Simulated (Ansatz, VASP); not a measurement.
## HfB3: VASP beside Ansatz

```xyz
4
Lattice="3.3920 0.0000 0.0000 0.0000 3.3920 0.0000 0.0000 0.0000 3.3920" Properties=species:S:1:pos:R:3 pbc="T T T"
Hf    0.0000    0.0000    0.0000
B     1.6960    1.6960    0.0000
B     1.6960    0.0000    1.6960
B     0.0000    1.6960    1.6960
```

Alike in both runs: functional PBE; k mesh 12 × 12 × 12; occupations fermi-dirac, width 0.15 eV; no spin polarisation.

Ansatz relaxed the structure, and its values are those at the end. VASP's run is a single point on that final structure, the one shown.

|  | VASP | Ansatz |
| --- | --- | --- |
| version | VASP 6.6.1 | Ansatz 0.2.0 |
| potentials or method | VASP PAW PBE potentials, release 64 (Hf_pv, B) | scalar-relativistic, plane waves, PAW |
| plane-wave cutoff (eV) | 520 | 420 |
| valence electrons in the cell | 19 | 35 |

VASP gave:

| Property | Result |
| --- | --- |
| gap on the k mesh at the Fermi level (eV) | none |
| pressure (GPa) | 0.9 |

Problem. Estimate Ansatz's values.

Solution. gap on the k mesh at the Fermi level (eV): none; pressure (GPa): 0.0.

A gap of «none» marks a metal or a gap that the smearing closes. The functional is the same, so the differences come from potentials, cutoffs and numerics. The two sets of potentials don't hold the same shells in valence.

The runs have no spin-orbit coupling, so splittings on Hf are missing.
